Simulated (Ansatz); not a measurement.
Runs of Ansatz 0.2.0 on TiPt3. Symmetry: Pm-3m, No. 221, cubic system. The conventional cell has a = 3.897 Å, b = 3.897 Å, c = 3.897 Å, α = 90.00°, β = 90.00°, γ = 90.00°. Around Pt (site symmetry 4/mmm) lie 8 Pt at 2.76 Å and 4 Ti at 2.76 Å. Ti (site symmetry m-3m) is surrounded by 12 Pt at 2.76 Å. 

| task | level | potentials or basis | spin | k mesh | cutoff (eV) | basis error allowed | pressure (GPa) | V0 of scaled cells (Å³/atom) | B0 (GPa) |
| --- | --- | --- | --- | --- | --- | --- | --- | --- | --- |
| band structure | LDA | all-electron LAPW, scalar-relativistic | off | 7 × 7 × 7 | 254 | 0.002 eV/atom | (b) | - | - |
| band structure | PBEsol | all-electron LAPW, scalar-relativistic | off | 5 × 5 × 5 | 254 | 0.002 eV/atom | 0.4 | - | - |
| band structure | PBE | all-electron LAPW, scalar-relativistic | off | 7 × 7 × 7 | 255 | 0.002 eV/atom | (a) | - | - |
| equation of state | PBEsol | all-electron LAPW, scalar-relativistic | off | 7 × 7 × 7 | - | 0.001 eV/atom | - | 14.82 | (c) |
| band structure | PBEsol | all-electron LAPW, scalar-relativistic | off | 7 × 7 × 7 | 254 | 0.002 eV/atom | 0.5 | - | - |
| single point | PBEsol | all-electron LAPW, scalar-relativistic | off | 7 × 7 × 7 | 274 | 0.001 eV/atom | 0.5 | - | - |
| equation of state | LDA | all-electron LAPW, scalar-relativistic | off | 7 × 7 × 7 | - | 0.002 eV/atom | - | 14.52 | 283 |
| band structure | PBEsol | all-electron LAPW, relativistic spinors | SOC, no magnetisation | 5 × 5 × 5 | 255 | 0.002 eV/atom | 0.0 | - | - |

Alike in all rows: cell as given; smearing fermi-dirac 0.05 eV.

Estimate the missing entries.

(a) 10.1; (b) -5.0; (c) 265.

Caveats: the k mesh is thin for a metal, which can move the energy by tens of meV per atom (some runs).

Not every run made on this cell is shown here.
